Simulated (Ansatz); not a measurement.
# Cu3N: the cost of one run

Computed with the Python package of Ansatz 0.2.0. Level of theory: DFT r2SCAN+U, plane waves, PAW.

The COD entry's cell or inner coordinates are ideal or old and differ from later refinements, so a difference from it is no clean test against experiment.

### 1 The structure

It takes space group Pm-3m (No. 221, cubic). The conventional cell has a = 3.807 Å, b = 3.807 Å, c = 3.807 Å, α = 90.00°, β = 90.00°, γ = 90.00°. Cu (site symmetry 4/mmm) is surrounded by 2 N at 1.90 Å. N (site symmetry m-3m) has 6 Cu at 1.90 Å as nearest neighbours.

The script holds or builds the structure itself.

### 2 The code

File pdos.py:

```python
'''Projected density of states of Cu3N.'''

from dataclasses import dataclass

import ansatz
import numpy as np


@dataclass(frozen=True)
class Settings:
    xc: str = 'r2scan'
    kmesh: tuple[int, ...] = (5, 5, 5)
    mixing_beta: float = 0.3
    tolerance: float = 1e-05
    extra_bands: int = 14


cfg = Settings()

cu3n = (
    ansatz.Lattice.from_parameters(3.807, 3.807, 3.807, alpha=90.0, beta=90.0, gamma=90.0)
    .atom('Cu', [0.5, 0.0, 0.0])
    .atom('Cu', [0.0, 0.5, 0.0])
    .atom('Cu', [0.0, 0.0, 0.5])
    .atom('N', [0.0, 0.0, 0.0])
)

calculation = cu3n.calculation()
calculation = calculation.functional(cfg.xc)
calculation = calculation.basis(12 * ansatz.Ha)
calculation = calculation.accuracy('low')
calculation = calculation.kpoints(mesh=cfg.kmesh).occupations(ansatz.OccupationsMethod.FIXED)
calculation = calculation.hubbard('Cu', 'd', u_eff=4.0)
calculation = calculation.mixing('anderson', beta=cfg.mixing_beta)
calculation = calculation.initial_density(normalization='cell')
calculation = calculation.scf(tolerance=cfg.tolerance, algorithm='density_mixing')
calculation = calculation.scf(extra_bands=cfg.extra_bands).density_of_states(projected=True, energy_step=0.1)
history = []
out = calculation.session().plan().execute(on_event=lambda event: history.append(event['data']['dr2_ev']) if event['event'] == 'scf_iter' else None)
report = out.report
print('density residual by iteration (eV):', ' '.join(f'{value:.1e}' for value in history[:40]))

dos = out.density_of_states()
energy = np.asarray(dos.energies_ev) - dos.fermi_ev
curves = {}
for site in out.projected_density_of_states().sites:
    for shell in site.shells:
        weight = sum(np.sum(curve.g_bin_mean_per_ev, axis=0) for curve in shell.curves)
        name = f'{site.species} {shell.label}'
        curves[name] = curves.get(name, 0) + weight

step = energy[1] - energy[0]
windows = [(-6, -3), (-3, 0), (0, 4)]
print('states by shell in windows of E - E_F (eV):', windows)
for name, g in curves.items():
    print(f'{name:8s}', ' '.join(f'{step * g[(energy >= a) & (energy < b)].sum():8.3f}' for a, b in windows))
filled = (energy < 0) & (energy > -6)
for name, g in curves.items():
    if g[filled].sum() * step > 0.5:
        print(f'centre of {name}: {np.average(energy[filled], weights=g[filled]):.2f} eV')
```

### 3 Running it

Run with:

```bash
$ python pdos.py
```

What time and memory should one allow on 1 thread of Arm Neoverse V1, shared host?

About 3.5 s, with a peak of 0.36 GiB.
